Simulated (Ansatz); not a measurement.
BP: density of states with BLYP+D3(BJ)

The system is BP.

```xyz
2
Lattice="0.0000 2.2690 2.2690 2.2690 0.0000 2.2690 2.2690 2.2690 0.0000" Properties=species:S:1:pos:R:3 pbc="T T T"
P     3.4035    3.4035    3.4035
B     0.0000    0.0000    0.0000
```

* Program: Ansatz 0.2.0
* Task: density of states
* Functional: BLYP
* Dispersion: D3(BJ)
* Potentials or basis: Ansatz PAW
* Cutoff: 420 eV (not typed: the program's choice for these potentials)
* k mesh: 10 × 10 × 10
* Occupations: fermi-dirac, width 0.05 eV
* Spin: no spin polarisation

- Pressure: -3.4 GPa
- Band gap on the k mesh: 1.51 eV, indirect (least direct gap 3.55 eV)

Levels at points of the mesh, in eV from the valence-band top:
| k point | band 1 | band 2 | band 3 | band 4 | band 5 | band 6 | band 7 | band 8 |
| --- | --- | --- | --- | --- | --- | --- | --- | --- |
| (0.00, 0.00, 0.00) | -15.30 | 0.00 | 0.00 | 0.00 | 3.55 | 3.55 | 3.55 | 7.43 |
| (0.00, 0.00, -0.50) | -12.04 | -8.84 | -1.72 | -1.72 | 3.91 | 4.90 | 4.90 | 10.44 |
| (0.00, -0.50, -0.50) | -10.54 | -8.44 | -4.01 | -4.01 | 1.63 | 1.95 | 12.08 | 12.08 |

States per cell in windows of 1 eV (zero at the valence-band top; states under -8 eV left out):
```csv
from (eV),total
-8.0,0.84
-7.0,0.34
-6.0,0.73
-5.0,0.88
-4.0,1.11
-3.0,0.99
-2.0,0.63
-1.0,0.19
0.0,0.00
1.0,0.05
2.0,0.42
3.0,0.85
4.0,1.18
5.0,1.26
6.0,0.90
7.0,0.91
```

Run time: 2 s on 2 threads of Intel(R) Xeon(R) Processor @ 2.70GHz, on a shared host, peak memory 0.31 GiB.

Caveat: the PAW data sets come from PBE, with cores solved anew for the run's functional, which leaves a small shift of forces and pressure. Expect the measured gap to be larger: semilocal functionals such as BLYP lack the derivative discontinuity.
